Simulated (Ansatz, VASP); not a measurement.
**SrO: VASP beside Ansatz**

File POSCAR:

```
SrO
1.0
   -0.0074460814      2.7848344294      2.7848344294
    2.7848344294     -0.0074460814      2.7848344294
    2.7848344294      2.7848344294     -0.0074460814
Sr O
1 1
Direct
   -0.0002431778     -0.0002431778     -0.0002431778
    0.2502431778      0.2502431778      0.2502431778
```

File INCAR.step1:

```
PREC = Accurate
ENCUT = 520
ISMEAR = 0
SIGMA = 0.01
LREAL = F
LASPH = T
NELM = 100
NBANDS = 15
GGA = PE
ALGO = Normal
EDIFF = 1E-4
LWAVE = T
LCHARG = F
```

The input INCAR.step2:

```
PREC = Accurate
ENCUT = 520
EDIFF = 1E-6
ISMEAR = 0
SIGMA = 0.01
LREAL = F
LASPH = T
NELM = 100
ALGO = Normal
ISIF = 2
LWAVE = F
LCHARG = F
METAGGA = R2SCAN
LMIXTAU = T
NBANDS = 15
ISTART = 1
```

The input KPOINTS:

```
Automatic mesh
0
Gamma
  8 8 8
```

Input for Ansatz:

```yaml
crystal:
  lattice:
    - [-0.0074460814, 2.7848344294, 2.7848344294]
    - [2.7848344294, -0.0074460814, 2.7848344294]
    - [2.7848344294, 2.7848344294, -0.0074460814]
  atoms:
    - { symbol: Sr, position: [-0.0002431778, -0.0002431778, -0.0002431778] }
    - { symbol: O, position: [0.2502431778, 0.2502431778, 0.2502431778] }
kpoints:
  mp_grid: { grid: [8, 8, 8] }
  band_path:
    path:
      - [0.0, 0.0, 0.0]
      - [-0.5, -0.5, 0.0]
      - [-0.375, -0.375, 0.25]
      - [-0.375, 0.0, 0.375]
      - [0.0, 0.0, 0.5]
      - [-0.5, -0.25, 0.25]
      - [0.25, -0.5, -0.25]
    npoints: 1
hamiltonian:
  xc: r2scan
scf:
  occupations: { method: fixed }
  n_extra_bands: 4
output:
  forces: true
  stress: true
  eigenvalues: true
```

Change from the starting cell: shear_111 strain -0.4%.

Alike in both runs: task single point; functional r2SCAN; k mesh 8 × 8 × 8; no spin polarisation.

|  | VASP | Ansatz |
| --- | --- | --- |
| version | VASP 6.6.1 | Ansatz 0.2.0 |
| potentials or method | VASP PAW PBE potentials, release 64 (Sr_sv, O) | plane waves, PAW |
| plane-wave cutoff (eV) | 520 | 500 |
| occupations | gaussian, width 0.01 eV | fixed |
| valence electrons in the cell | 16 | 16 |

Ansatz gave:

```
gap on the k mesh at the Fermi level (eV)       : 2.90
pressure (GPa)                                  : 0.3
largest component of the traceless stress (GPa) : 0.07
```

Question: Estimate VASP's values.

Answer: gap on the k mesh at the Fermi level (eV): 2.91; pressure (GPa): 0.7; largest component of the traceless stress (GPa): 0.07.

Caveats: the PAW data sets were made with another functional, which shifts forces and pressure a little (VASP). A k mesh can miss the band edges.
